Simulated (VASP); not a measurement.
# Al (Fm-3m) in VASP: a series of runs

Runs on Al. Level: PBE. Tasks: relaxation of cell and atoms, relaxation of the atoms.

Everything below comes from runs of VASP 6.6.1. Logs are shortened: lines on timing, memory, paths and dates and some standing lists are left out, and cuts for length are marked.

## 1. The crystal as given

Symmetry: Fm-3m, No. 225, cubic system. Conventional cell: a = 4.050 Å, b = 4.050 Å, c = 4.050 Å, α = 90.00°, β = 90.00°, γ = 90.00°. Al (site symmetry m-3m) is surrounded by 12 Al at 2.86 Å.

## 2. Relaxation of cell and atoms, PBE

The input, INCAR:

```
ALGO = Normal
EDIFF = 1E-6
EDIFFG = -0.01
ENCUT = 600
GGA = PE
IBRION = 2
ISIF = 3
ISMEAR = 1
LASPH = True
LCHARG = False
LREAL = False
LWAVE = False
NELM = 80
NSW = 90
PREC = Accurate
SIGMA = 0.1
```

The input, KPOINTS:

```
k-points
0
Gamma
  16 16 16
```

The input, POSCAR:

```
Al
1.0
    0.0000000000      2.0248050000      2.0248050000
    2.0248050000      0.0000000000      2.0248050000
    2.0248050000      2.0248050000      0.0000000000
Al
1
Direct
    0.0000000000      0.0000000000      0.0000000000
```

Potentials or basis: VASP PAW PBE potentials, release 64 (Al).

The run is started by

```bash
$ cat potpaw_PBE.64/Al/POTCAR > POTCAR
$ mpirun -np 1 vasp_std > vasp.out
```

OUTCAR:

```text
EDIFF = 1E-6
   EDIFFG = -0.01
   ENCUT = 600
   GGA = PE
   IBRION = 2
   ISIF = 3
   ISMEAR = 1
   LASPH = True
   LREAL = False
   NELM = 80
   NSW = 90
   PREC = Accurate

 ion  position               nearest neighbor table
   1  0.000  0.000  0.000-

  LATTYP: Found a face centered cubic cell.
 ALAT       =     4.0496100000

  Lattice vectors:

 A1 = (   0.0000000000,   2.0248050000,   2.0248050000)
 A2 = (   2.0248050000,   0.0000000000,   2.0248050000)
 A3 = (   2.0248050000,   2.0248050000,   0.0000000000)

Analysis of symmetry for initial positions (statically):
=====================================================================
 Subroutine PRICEL returns:
 Original cell was already a primitive cell.

 Routine SETGRP: Setting up the symmetry group for a
 face centered cubic supercell.

 Subroutine GETGRP returns: Found 48 space group operations
 (whereof 48 operations were pure point group operations)
 out of a pool of 48 trial point group operations.

The static configuration has the point symmetry O_h .

Analysis of symmetry for dynamics (positions and initial velocities):
=====================================================================
 Subroutine PRICEL returns:
 Original cell was already a primitive cell.

 Routine SETGRP: Setting up the symmetry group for a
 face centered cubic supercell.

 Subroutine GETGRP returns: Found 48 space group operations
 (whereof 48 operations were pure point group operations)
 out of a pool of 48 trial point group operations.

The dynamic configuration has the point symmetry O_h .

 Subroutine INISYM returns: Found 48 space group operations
 (whereof 48 operations are pure point group operations),
 and found     1 'primitive' translations

----------------------------------------------------------------------------------------

                                     Primitive cell

  volume of cell :      16.6027

  direct lattice vectors                    reciprocal lattice vectors
     0.000000000  2.024805000  2.024805000    -0.246937359  0.246937359  0.246937359
     2.024805000  0.000000000  2.024805000     0.246937359 -0.246937359  0.246937359
     2.024805000  2.024805000  0.000000000     0.246937359  0.246937359 -0.246937359

  length of vectors
     2.863506692  2.863506692  2.863506692     0.427708053  0.427708053  0.427708053

  position of ions in fractional coordinates (direct lattice)
     0.000000000  0.000000000  0.000000000

  ion indices of the primitive-cell ions
   primitive index   ion index
                 1           1

----------------------------------------------------------------------------------------

 KPOINTS: k-points

Automatic generation of k-mesh.
 Grid dimensions read from file:
 generate k-points for:   16   16   16

 Generating k-lattice:

  Cartesian coordinates                     Fractional coordinates (reciprocal lattice)
    -0.015433585  0.015433585  0.015433585     0.062500000  0.000000000  0.000000000
     0.015433585 -0.015433585  0.015433585     0.000000000  0.062500000  0.000000000
     0.015433585  0.015433585 -0.015433585     0.000000000  0.000000000  0.062500000

  Length of vectors
     0.026731753  0.026731753  0.026731753

  Shift w.r.t. Gamma in fractional coordinates (k-lattice)
     0.000000000  0.000000000  0.000000000

 Subroutine IBZKPT returns following result:
 ===========================================

 Found    145 irreducible k-points:

 Following reciprocal coordinates:
            Coordinates               Weight
  0.000000  0.000000  0.000000      1.000000
  0.062500  0.000000  0.000000      8.000000
  0.125000  0.000000  0.000000      8.000000
  0.187500  0.000000  0.000000      8.000000
  0.250000  0.000000  0.000000      8.000000
  0.312500  0.000000  0.000000      8.000000
[... 16 lines left out ...]
 -0.125000  0.062500  0.000000     24.000000
 -0.062500  0.062500  0.000000     12.000000
 [... further k-points ...]
   k-points           NKPTS =    145   k-points in BZ     NKDIM =    145   number of bands    NBANDS=      5
   number of dos      NEDOS =    301   number of ions     NIONS =      1
   total plane-waves  NPLWV =  13824
   dimension x,y,z NGX =    24 NGY =   24 NGZ =   24
   dimension x,y,z NGXF=    48 NGYF=   48 NGZF=   48
   ions per type =               1
   NGX,Y,Z   is equivalent  to a cutoff of  13.93, 13.93, 13.93 a.u.
   NGXF,Y,Z  is equivalent  to a cutoff of  27.87, 27.87, 27.87 a.u.
 SYSTEM =  unknown system
   PREC   = accura    normal or accurate (medium, high low for compatibility)
   ISTART =      0    job   : 0-new  1-cont  2-samecut
   ICHARG =      2    charge: 1-file 2-atom 10-const
   ISPIN  =      1    spin polarized calculation?
   LNONCOLLINEAR =      F non collinear calculations
   LSORBIT =      F    spin-orbit coupling
   LASPH  =      T    aspherical Exc in radial PAW
   ENCUT  =  600.0 eV  44.10 Ry    6.64 a.u.   5.72  5.72  5.72*2*pi/ulx,y,z
   NELM   =     80;   NELMIN=  2; NELMDL= -5     # of ELM steps
   EDIFF  = 0.1E-05   stopping-criterion for ELM
   LREAL  =      F    real-space projection
   EDIFFG = -.1E-01   stopping-criterion for IOM
   NSW    =     90    number of steps for IOM
   IBRION =      2    ionic relax: 0-MD 1-quasi-New 2-CG
   NFREE  =      1    steps in history (QN), initial steepest desc. (CG)
   ISIF   =      3    stress and relaxation
   ISYM   =      2    0-nonsym 1-usesym 2-fastsym
   POTIM  = 0.5000    time-step for ionic-motion
   TEBEG  =    0.0;   TEEND  =   0.0 temperature during run
   PSTRESS=    0.0 pullay stress
   NELECT =       3.0000    total number of electrons
   NUPDOWN=      -1.0000    fix difference up-down
   EMIN   =  10.00;   EMAX   =-10.00  energy-range for DOS
   EFERMI =   0.00;   METHOD = LEGACY
   ISMEAR =     1;   SIGMA  =   0.10  broadening in eV -4-tet -1-fermi 0-gaus
   EFERMI_NEDOS =   21; number of points for ismear=-14 and -15
   IALGO  =     38    algorithm
   IMIX   =      4    mixing-type and parameters
     AMIX     =   0.40;   BMIX     =  1.00
     AMIX_MAG =   1.60;   BMIX_MAG =  1.00
  volume/ion in A,a.u.               =      16.60       112.04
  Fermi-wavevector in a.u.,A,eV,Ry     =   0.925526  1.748991 11.654733  0.856599
  Thomas-Fermi vector in A             =   2.051390
   LORBIT       =      0    0 simple, 1 ext, 2 COOP (PROOUT), +10 PAW based schemes
   GGA     = PE    functional components
   LHFCALC =     F    Hartree Fock is set to
   AEXX    =    0.0000 exact exchange contribution
   IVDW    =     0    specifies the selected vdW correction
   LEPSILON=     F    determine dielectric tensor
   LRPA    =     F    only Hartree local field effects (RPA)
 conjugate gradient relaxation of ions
 non-spin polarized calculation
 Methfessel and Paxton  Order N= 1 SIGMA  =   0.10
  energy-cutoff  :      600.00
  volume of cell :       16.60
 maximum number of plane-waves:       568
   NGX = 11   NGY = 11   NGZ = 11

--------------------------------------- Ionic step        1  -------------------------------------------

 number of electron       3.0000000 magnetization

 Free energy of the ion-electron system (eV)
  ---------------------------------------------------
  ext. energy  EPLUGINS =         0.00000000
  ---------------------------------------------------
  free energy    TOTEN  =        -3.75139554 eV

  energy without entropy =       -3.75174162  energy(sigma->0) =       -3.75151090

------------------------ aborting loop because EDIFF is reached ----------------------------------------

  FORCE on cell =-STRESS in cart. coord.  units (eV):
  Direction    XX          YY          ZZ          XY          YZ          ZX
  --------------------------------------------------------------------------------------
  -------------------------------------------------------------------------------------
  Total       -0.0622314     -0.0622314     -0.0622314     -0.0000000     -0.0000000     -0.0000000
  in kB       -6.0053833     -6.0053833     -6.0053833     -0.0000000     -0.0000000     -0.0000000
  external PRESSURE =      -6.0053833 kB  Pullay stress =       0.0000000 kB
[... 55 lines left out ...]
  energy  without entropy=       -3.7519746336  energy(sigma->0) =       -3.75174462

--------------------------------------- Ionic step        3  -------------------------------------------

 number of electron       3.0000000 magnetization

 Free energy of the ion-electron system (eV)
  ---------------------------------------------------
  ext. energy  EPLUGINS =         0.00000000
  ---------------------------------------------------
  free energy    TOTEN  =        -3.75163735 eV

  energy without entropy =       -3.75198218  energy(sigma->0) =       -3.75175229

 E-fermi :   8.0566     XC(G=0): -10.2021

 val. band max:        8.0180743512   @ k =  -0.2500   0.3125   0.1250
 cond. band min:       8.1334842834   @ k =   0.4375   0.4375   0.0000
 fundamental gap:      0.1154099322
 Fermi energy:         8.0565577064

 k-point     1 :       0.0000    0.0000    0.0000
  band No.  band energies     occupation
      1      -3.1294      2.00000
      2      20.6421      0.00000
      3      20.6421      0.00000
      4      20.6421      0.00000
      5      22.1449      0.00000

 k-point     2 :       0.0625    0.0000    0.0000
  band No.  band energies     occupation
      1      -3.0231      2.00000
      2      18.8558      0.00000
      3      20.2687      0.00000
      4      20.2687      0.00000
      5      22.6834      0.00000
[... 169 lines left out ...]
 k-point    24 :      -0.0625    0.0625    0.0000
  band No.  band energies     occupation
      1      -2.8462      2.00000
      2      17.7823      0.00000
      3      18.5265      0.00000
      4      20.9177      0.00000
      5      22.3193      0.00000

 [... further k-points ...]
[... 5 lines left out ...]
  --------------------------------------------------------------------------------------
  -------------------------------------------------------------------------------------
  Total        0.0008287      0.0008287      0.0008287      0.0000000     -0.0000000     -0.0000000
  in kB        0.0805840      0.0805840      0.0805840      0.0000000     -0.0000000     -0.0000000
  external PRESSURE =       0.0805840 kB  Pullay stress =       0.0000000 kB
[... 16 lines left out ...]
  FREE ENERGIE OF THE ION-ELECTRON SYSTEM (eV)
  ---------------------------------------------------
  free  energy   TOTEN  =        -3.7516373459 eV

  energy  without entropy=       -3.7519821796  energy(sigma->0) =       -3.75175229

 reached required accuracy - stopping structural energy minimisation
```

It took 5.5 s on 1 thread of Intel Xeon 6975P-C (Granite Rapids), shared host; peak memory 0.14 GiB.

Results:

* Free energy: -3.7516 eV
* Relaxed volume: 16.48 Å³/atom
* Relaxed cell: a = 2.856 Å, b = 2.856 Å, c = 2.856 Å, α = 60.00°, β = 60.00°, γ = 60.00°
* Space group after relaxing (to 0.05 Å): Fm-3m (No. 225)
* Energy gained by relaxing: 0.2 meV/atom
* Ionic steps: 3
* Pressure after relaxing: 0.0 GPa
* Band gap on the k mesh: none (metal or under the smearing width)

The path:
| step | energy change (eV) | largest force (eV/Å) | pressure (GPa) | volume (Å³) |
| --- | --- | --- | --- | --- |
| 1 | 0.0000 | 0.0000 | -0.60 | 16.60 |
| 2 | -0.0002 | 0.0000 | 0.11 | 16.45 |
| 3 | -0.0002 | 0.0000 | 0.01 | 16.48 |

Final structure:
```cif
data_structure
_symmetry_space_group_name_H-M 'P 1'
_symmetry_Int_Tables_number 1
_cell_length_a 2.8562
_cell_length_b 2.8562
_cell_length_c 2.8562
_cell_angle_alpha 60.000
_cell_angle_beta 60.000
_cell_angle_gamma 60.000
_cell_volume 16.48
loop_
_atom_site_label
_atom_site_type_symbol
_atom_site_fract_x
_atom_site_fract_y
_atom_site_fract_z
_atom_site_occupancy
Al1 Al 0.00000 0.00000 0.00000 1
```

Levels at points of the mesh, in eV from the Fermi level:
| k point | band 1 | band 2 | band 3 | band 4 |
| --- | --- | --- | --- | --- |
| (0.00, 0.00, 0.00) | -11.19 | 12.59 | 12.59 | 12.59 |
| (0.50, 0.00, 0.00) | -4.64 | -4.42 | 11.38 | 11.38 |
| (0.50, 0.50, 0.00) | -2.97 | -1.64 | 5.22 | 5.56 |

(Continued in part 2 of 2.)
